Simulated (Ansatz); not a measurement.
## Debugging a calculation of Ca

Someone meant to compute Ca with PBE, plane waves and PAW in Ansatz and wrote this input.

```yaml
crystal:
  lattice:
    - [1.971275995, -3.39549018, 0.0]
    - [1.971275995, 3.39549018, 0.0]
    - [0.0, 0.0, 6.50911174]
  atoms:
    - { symbol: Ca, position: [0.8355866, 0.1644134, 0.25] }
    - { symbol: Ca, position: [0.1644134, 0.8355866, 0.75] }
basis:
  ecutwfc: 420
kpoints:
  mp_grid: { grid: [1, 1, 1] }
hamiltonian:
  xc: pbe
scf:
  occupations: { method: gaussian, width: 0.1 }
output:
  forces: true
  stress: true
  eigenvalues: true
```

Output, shortened (HF is the Harris–Foulkes energy, dr2 the density residual in eV):

```text
Pseudopotential: Ca, paw, valence charge 10, recommended cutoff 420 eV (normal)
Crystal: 2 atoms, lattice volume = 87.137 Å³
Basis set: ecut = 420 eV, 1729 PW (Γ), exchange–correlation on 54×54×90 points (8 copies of the dense FFT grid, shifted against one another)
Bands: 14, of which v1, the nominal top of the filled ones, is band 10 counted from 1 (9 counted from 0)
Symmetry: 8 space group operations
Space group: Cmcm (ITA 63), of the structure as read, at distance tolerance 4.4e-5 Å
k-points: 1
Initial density: superposition of atomic densities, corrected by the library's trained network
SCF iter   1: HF=-3638.105788 eV  Δρ=2.02e-2  dr2=6.32e-1
SCF iter   2: HF=-3638.059695 eV  Δρ=1.33e-2  dr2=3.02e-1
SCF iter   3: HF=-3638.027632 eV  Δρ=1.40e-3  dr2=2.32e-3
SCF iter   4: HF=-3638.028861 eV  Δρ=2.76e-4  dr2=4.60e-5
SCF iter   5: HF=-3638.028872 eV  Δρ=6.19e-5  dr2=2.69e-6
SCF iter   6: HF=-3638.028876 eV  Δρ=1.24e-5  dr2=1.22e-7
SCF iter   7: F=-3638.028876 eV  HF=-3638.028876 eV  Δρ=3.01e-6  dr2=7.92e-9
SCF 1 converged in 7 iterations: F = -3638.028876 eV  dr2 = 7.92e-9
SCF converged after 7 iterations
Free energy (F): -3638.028876 eV
E sigma→0 (E₀):  -3638.028875 eV
Entropy (-TS):   -0.000002 eV (-0.001 meV/atom)
Fermi energy:    4.206165 eV
--- Forces (eV/Å), atoms counted from 1 ---
  atom   1  Ca     0.00000000     0.02514255     0.00000000
  atom   2  Ca    -0.00000000    -0.02514255    -0.00000000
--- Stress (GPa, compression-positive) ---
       -8.608670       0.000000       0.000000
        0.000000      -8.276705      -0.000000
        0.000000      -0.000000       4.899836
  P = ⅓ Tr σ = -3.9952 GPa (-39.952 kbar)
```

**Question.** The run finished without an error. What is wrong all the same?

**Answer.** The fault is one k-point for a metal. One point can't sample a Fermi surface. The cure is a converged mesh.

Mended input, as a difference:

```diff
 kpoints:
-  mp_grid: { grid: [1, 1, 1] }
+  mp_grid: { grid: [12, 12, 8] }
```

With the mended input the run converges and gives a pressure of -0.47 GPa, a largest force of 0.016 eV/Å, no gap. The faulty run's energy lay 2.16 eV per atom lower.

This form isn't the element's structure at ambient conditions.